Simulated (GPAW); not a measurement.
Wanted: an ASE script for a GPAW 26.7.0 run.

| Quantity | Value |
| --- | --- |
| Task | single point |
| Functional | PBEsol |
| Potentials or basis | PAW data sets generated in the run's folder for this functional |
| Cutoff | 800 eV |
| Basis | pw |
| k mesh | 8 × 8 × 8 |
| Occupations | fermi-dirac, width 0.05 eV |
| Spin | no spin polarisation |
| Maxiter | 150 |

Crystal: NaCl.

```xyz
2
Lattice="0.0000 2.7941 2.7941 2.7941 0.0000 2.7941 2.7941 2.7941 0.0000" Properties=species:S:1:pos:R:3 pbc="T T T"
Cl    2.8348    2.7665    2.7964
Na   -0.0017   -0.0217   -0.0033
```

The cell is a database's computed one.

The cell isn't the ideal one: atoms moved at random, drawn with an rms of 0.05 Å.

One way to write it, as run:

run.py

```python
from ase import Atoms
from ase.dft.bandgap import bandgap
from ase.io import write
from ase.units import GPa
from gpaw import GPAW, PW, setup_paths

setup_paths.insert(0, '.')

atoms = Atoms(['Cl', 'Na'],
              cell=[[0.0, 2.7940632177, 2.7940632177],
                    [2.7940632177, 0.0, 2.7940632177],
                    [2.7940632177, 2.7940632177, 0.0]],
              scaled_positions=[[0.488206, 0.512643, 0.501932],
                                [-0.00417, 0.002995, -0.003606]],
              pbc=True)

calc = GPAW(mode=PW(800),
            xc='PBEsol',
            kpts={'size': (8, 8, 8), 'gamma': True},
            occupations={'name': 'fermi-dirac', 'width': 0.05},
            nbands=15,
            convergence={'density': 1e-05, 'energy': 1e-05},
            maxiter=150,
            txt='gpaw.txt')
atoms.calc = calc
energy = atoms.get_potential_energy()
forces = atoms.get_forces()
stress = atoms.get_stress()
calc.write('gs.gpw')
write('result.traj', atoms)
print(f'Energy: {energy:.6f} eV')
print('Forces (eV/A):')
print(forces.round(4))
print('Stress (GPa):', (stress / GPa).round(3))
print('Fermi level:', round(calc.get_fermi_level(), 4), 'eV')
print(f'Gap: {bandgap(calc)[0]:.4f} eV, direct: {bandgap(calc, direct=True)[0]:.4f} eV')
```

Potentials or basis: PAW data sets generated in the run's folder for this functional, pw.

Command:

```sh
$ gpaw-setup -f PBEsol Cl Na
$ OMP_NUM_THREADS=1 python run.py
```

Results of the run:

The pressure is 0.3 GPa. The largest force is 0.066 eV/Å and the band gap on the k mesh is 5.04 eV, direct.

Wall time 4 min on 1 thread of Arm Neoverse N1, with other jobs on the host, peak memory 0.41 GiB.
